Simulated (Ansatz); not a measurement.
## MnAs

**What was measured.** From “Local Symmetry Deviation from the Average Structure of MnAs Revealed by Pair Distribution Function”, 2024, pmc:11337163, for a powder of MnAs at 298 K: lattice constant a 3.72132 ± 0.00003 Å; lattice constant c 5.70548 ± 0.00002 Å.

The results are compared with them further down.

Level of theory: DFT, PBE, scalar-relativistic, collinear spin; plane waves to 420 eV with PAW datasets (Ansatz 0.2.0), Γ-centred 10×10×6 mesh, 0.05 eV Gaussian smearing; PAW files: Ansatz's generated set soft_2.

```
Mn As
1.0
     3.64843    0.00000    0.00000
    -1.82421    3.15963    0.00000
     0.00000    0.00000    5.49617
Mn As
2 2
Direct
  0.00000 0.00000 0.00000
  0.00000 0.00000 0.50000
  0.33333 0.66667 0.25000
  0.66667 0.33333 0.75000
```

The chain of runs began from a cell as deposited in COD, expanded in volume. Of that entry: the entry's cell lengths or inner coordinates differ somewhat from later room-temperature determinations.

Magnetic state: ferromagnetic, site spin moments Mn 2.81; As -0.11 μB.

The cell above was scaled in volume, and shape and atoms were relaxed at each volume within its symmetry. Energies are counted from the cell above.

```tsv
V (Å³/atom)	ΔE (meV/atom)	P (GPa)	largest moment (μB)
14.97	14.0	5.6	2.58
15.21	6.9	3.8	2.64
15.52	1.6	1.8	2.72
15.84	0.0	0.0	2.81
16.16	1.2	-1.1	2.92
16.47	4.2	-2.0	3.01
16.95	12.0	-3.2	3.15
17.42	23.0	-4.3	3.29
```

Problem. Can a bulk modulus be trusted from these points?

Solution. No. The energies are smooth (scatter 0.16 meV/atom), but the fit's B0′ of 10.1 is out of the usual range: the curve is too flat or too lopsided over this range, or mesh noise enters, and a third-order form can't fix it.

The moment grows with the volume: wider spacing narrows the bands, and exchange then polarises them more fully.

**Against experiment.** A measured lattice constant a of MnAs is 3.72132 Å (298 K; powder; “Local Symmetry Deviation from the Average Structure of MnAs Revealed by Pair Distribution Function”, 2024, pmc:11337163); the calculated 3.648 Å misses it by -2.0 %. 3 values of this kind are on record (3.7172 to 3.72132 Å); this one was drawn at random among those near their median, those with a stated uncertainty first. A measured lattice constant c of MnAs is 5.70548 Å (298 K; powder; “Local Symmetry Deviation from the Average Structure of MnAs Revealed by Pair Distribution Function”, 2024, pmc:11337163); the calculated 5.496 Å misses it by -3.7 %. 3 values of this kind are on record (5.7044 to 5.70548 Å); this one was drawn at random among those near their median, those with a stated uncertainty first. The calculation is for a static lattice, without zero-point motion or thermal expansion, which are too small to cover a miss of this size; in a 3d magnet a moment that comes out too small shrinks the cell, or the sample quoted differs.

The run wasn't fully tested for a lower electronic state. Site moments are of spin, integrated over atomic spheres. The run is a metal.
